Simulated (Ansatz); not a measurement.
The system is BaZrO3.

```xyz
5
Lattice="4.1913 0.0000 0.0000 0.0000 4.1913 0.0000 0.0000 0.0000 4.1913" Properties=species:S:1:pos:R:3 pbc="T T T"
Ba    0.0000    0.0000    0.0000
Zr    2.0957    2.0957    2.0957
O     2.0957    2.0957    0.0000
O     2.0957    0.0000    2.0957
O     0.0000    2.0957    2.0957
```

Base run:

* Program: Ansatz 0.2.0
* Functional: revPBE
* Potentials or basis: Ansatz PAW
* Cutoff: 420 eV
* Density cutoff: 1680 eV
* k mesh: 6 × 6 × 6
* Occupations: fermi-dirac, width 0.05 eV
* Spin: no spin polarisation

Its results: band gap on the k mesh 3.27 eV, indirect (least direct gap 3.47 eV); pressure 6.7 GPa.

Q: The run is repeated on the same cell with these changes: functional from revPBE to RPBE. What comes out?

A: Band gap on the k mesh 3.29 eV, indirect (least direct gap 3.48 eV); pressure 7.7 GPa.

Caveats: the potentials were made for another functional, which shifts forces and pressure; spin-orbit coupling is left out, which moves the levels of the heavy elements; the PAW data sets come from PBE, with cores solved anew for the run's functional, which leaves a small shift of forces and pressure.

Not every run made on this cell is shown here.
